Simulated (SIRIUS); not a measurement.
**Nb and the effect of the dispersion correction**

The cell as given:

It takes space group Im-3m (No. 229, cubic). The conventional cell has a = 3.328 Å, b = 3.328 Å, c = 3.328 Å, α = 90.00°, β = 90.00°, γ = 90.00°. Around Nb (site symmetry m-3m) lie 8 Nb at 2.88 Å.

Kept alike: task relaxation of cell and atoms; functional RPBE; k mesh 8 × 8 × 8; occupations fermi-dirac, width 0.05 eV; no spin polarisation. Program: SIRIUS, PseudoDojo 0.4.1 PBE standard (scalar relativistic), cutoff 1127 eV. The mesh is that of the run's cell of 1 atom. No spin-orbit coupling.

```csv
dispersion correction,volume (Å³/atom)
D3(zero),17.646
D4,17.981
none,18.491
```

The relaxations keep at least the cell's symmetry (Im-3m). For a metal such a mesh leaves the last digits unconverged. Relaxations stop with a little pressure left, so the last digits of a volume or edge aren't settled. Runs of this series that gave no sound value for these columns are left out. All rows use potentials made for PBE.

The volume runs from 17.646 (D3(zero)) to 18.491 Å³/atom (none). Against no correction: D3(zero) -4.6 %; D4 -2.8 %. Dispersion terms mostly attract and so lower the volume; the schemes' coefficients and damping set how far. Measured: 17.9 Å³/atom (arxiv:1906.07796); nearest D4, 0.08 Å³/atom off. The runs are for a static lattice.
